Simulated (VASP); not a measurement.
Crystal: SnO2.

```xyz
3
Lattice="3.0233 0.0000 0.0000 0.0000 4.9647 0.0000 0.0000 0.0000 5.9770" Properties=species:S:1:pos:R:3 pbc="T T T"
Sn    1.5116    2.4823    0.0000
O     0.0000    2.4823    4.6364
O     0.0000    2.4823    1.3405
```

The cell was built by a generator and needn't be a form met in nature.

| Property | Result |
| --- | --- |
| Program | VASP 6.6.1 |
| Task | relaxation of cell and atoms |
| Functional | PW91 |
| Potentials or basis | VASP PAW PBE potentials, release 64 (Sn_d, O) |
| Cutoff | 600 eV |
| k mesh | 9 × 6 × 5 |
| Occupations | fermi-dirac, width 0.05 eV |
| Spin | no spin polarisation |

At the start: pressure 0.7 GPa; volume 29.90 Å³/atom.

Problem. How do energy, volume and symmetry change on relaxing?

Solution. Over 30 steps the energy falls by 9.3 meV/atom and the volume is 36.65 Å³/atom (+22.6 %); space group Pmmm (No. 47, to 0.05 Å).

Step by step:
| step | energy change (eV) | largest force (eV/Å) | pressure (GPa) | volume (Å³) |
| --- | --- | --- | --- | --- |
| 1 | 0.0000 | 0.0762 | 0.73 | 89.71 |
| 2 | 0.0032 | 0.3027 | -0.86 | 91.49 |
| 3 | -0.0018 | 0.0692 | 0.11 | 90.37 |
| 4 | -0.0028 | 0.0474 | 0.11 | 90.82 |
| 5 | -0.0053 | 0.0184 | 0.12 | 92.18 |
| 6 | -0.0073 | 0.1542 | 0.13 | 94.92 |
| 7 | -0.0076 | 0.1530 | 0.13 | 95.05 |
| 8 | -0.0085 | 0.1499 | 0.12 | 95.44 |
| 9 | -0.0101 | 0.1432 | 0.11 | 96.23 |
| 10 | -0.0133 | 0.1306 | 0.09 | 97.82 |
| 11 | -0.0188 | 0.1078 | 0.06 | 101.04 |
| 12 | -0.0260 | 0.0687 | -0.01 | 107.58 |
| 13 | -0.0089 | 0.0203 | -0.33 | 121.16 |
| 14 | -0.0264 | 0.0916 | 0.03 | 109.18 |
| 15 | -0.0266 | 0.0839 | 0.00 | 110.70 |
| 16 | -0.0275 | 0.0029 | -0.03 | 109.87 |
| 17 | -0.0276 | 0.0219 | -0.04 | 109.62 |
| 18 | -0.0276 | 0.0191 | -0.05 | 109.64 |
| 19 | -0.0276 | 0.0022 | 0.05 | 109.52 |
| 20 | -0.0276 | 0.0059 | 0.02 | 109.57 |
| 21 | -0.0276 | 0.0071 | 0.01 | 109.57 |
| 22 | -0.0276 | 0.0116 | 0.03 | 109.58 |
| 23 | -0.0277 | 0.0188 | 0.04 | 109.60 |
| 24 | -0.0277 | 0.0196 | 0.04 | 109.61 |
| 25 | -0.0277 | 0.0210 | 0.02 | 109.63 |
| 26 | -0.0277 | 0.0241 | 0.02 | 109.67 |
| 27 | -0.0278 | 0.0294 | -0.01 | 109.75 |
| 28 | -0.0278 | 0.0408 | -0.06 | 109.90 |
| 29 | -0.0279 | 0.0330 | -0.05 | 109.91 |
| 30 | -0.0280 | 0.0092 | 0.00 | 109.94 |

Final structure:
```
CELL_PARAMETERS angstrom
3.03476 0.00000 0.00000
0.00000 5.66592 0.00000
0.00000 0.00000 6.39402
ATOMIC_POSITIONS crystal
Sn 0.50000 0.50000 0.00000
O 0.00000 0.50000 0.78995
O 0.00000 0.50000 0.21005
```

Caveat: the volume moved by over 15 % at a fixed basis, so the end points are rough; the PAW data sets were made with another functional, which shifts forces and pressure a little.
